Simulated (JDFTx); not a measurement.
Wanted: the native input for a JDFTx 1.7.0 (patched build) run.

```
Task                                    : single point
Functional                              : PBEsol
Potentials or basis                     : PseudoDojo-SR-PBEsol-0.4.1-standard with smoothed tails
Cutoff                                  : 980 eV
Density cutoff                          : 7837 eV
k mesh                                  : 9 × 9 × 9
Occupations                             : fermi-dirac, width 0.05 eV
Spin                                    : no spin polarisation
Local potential set to -Z/r beyond      : 6 bohr
Bands                                   : 21
Density cutoff over wavefunction cutoff : 8
Max SCF steps                           : 100
SCF threshold on the energy             : 1e-09 Ha
Solver of the electrons                 : scf
Further solve for the empty bands       : yes
```

The system is Sn.

```
CELL_PARAMETERS angstrom
-2.94014 2.94014 1.59930
2.94014 -2.94014 1.59930
2.94014 2.94014 -1.59930
ATOMIC_POSITIONS crystal
Sn 0.00000 0.00000 0.00000
Sn 0.75000 0.25000 0.50000
```

The input as run:

Sn.in

```
lattice \
   -5.5560602284     5.5560602284     5.5560602284 \
    5.5560602284    -5.5560602284     5.5560602284 \
    3.0222427496     3.0222427496    -3.0222427496
coords-type Lattice
ion Sn     0.0000000000     0.0000000000     0.0000000000 1
ion Sn     0.7500000000     0.2500000000     0.5000000000 1

ion-species pseudo/Sn.upf
elec-cutoff 36 288
elec-ex-corr gga-PBEsol
kpoint-folding 9 9 9
elec-smearing Fermi 0.0018374661
elec-n-bands 21
electronic-SCF nIterations 100 energyDiffThreshold 1e-09
electronic-minimize nIterations 30 energyDiffThreshold 1e-7
converge-empty-states yes
forces-output-coords Cartesian

dump-name run.$VAR
dump End Ecomponents EigStats BandEigs Kpoints Forces Stress
```

Potentials or basis: PseudoDojo-SR-PBEsol-0.4.1-standard with smoothed tails.

Command:

```sh
$ jdftx -c 1 -i Sn.in -o Sn.out
```

Results of the run:

- Pressure: -1.4 GPa
- Band gap on the k mesh: none (metal or under the smearing width)

It took 3.4 min on 1 thread of Intel(R) Xeon(R) Platinum 8488C (Sapphire Rapids) (shared host), peak memory 0.32 GiB.
